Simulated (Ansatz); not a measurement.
System: α-quartz-type GeO2 (metastable phase). Method: r²SCAN in Ansatz (PAW).

Run with plane-wave cutoff 560 eV, 12×12×6 k mesh (along the axes of the cell as run), Fermi–Dirac smearing 0.01 eV, scalar-relativistic PAW data made under PBE.

Energies at three volumes about the minimum:

```
V (Å³/atom)  E − E_lowest (meV/atom)
-----------  -----------------------
13.314                          0.70
13.585                          0.00
13.857                          0.66
```

Task: Fit a parabola by hand: where is the minimum, and what is the bulk modulus?

Result: Slopes: (0.00 − 0.70)/(13.585 − 13.314) = -2.583 and (0.66 − 0.00)/(13.857 − 13.585) = 2.426 meV/Å³. Curvature E″ = 2 × (2.426 − (-2.583))/(13.857 − 13.314) = 18.449 meV/Å⁶. From the middle of the first interval, the slope vanishes at V0 = 13.4495 − (-2.583)/18.449 = 13.590 Å³/atom. B = V0 E″ = 13.590 × 18.449 meV/Å³ × 0.1602 GPa per meV/Å³ = 40.2 GPa. The full Birch–Murnaghan fit to all volumes gives V0 = 13.585 Å³/atom and B0 = 40.1 GPa.

Shape and atoms are relaxed at each volume.

Measured, for comparison: bulk modulus 42 GPa (room temperature, no zero-point or thermal correction, from measured elastic constants; as tabulated in Sevik and Bulutay (2007), arXiv:cond-mat/0610176). Computed less measured: bulk modulus -4.5 % (against room or unstated temperature, where such soft solids are markedly softer).

Ansatz is a first-principles code.
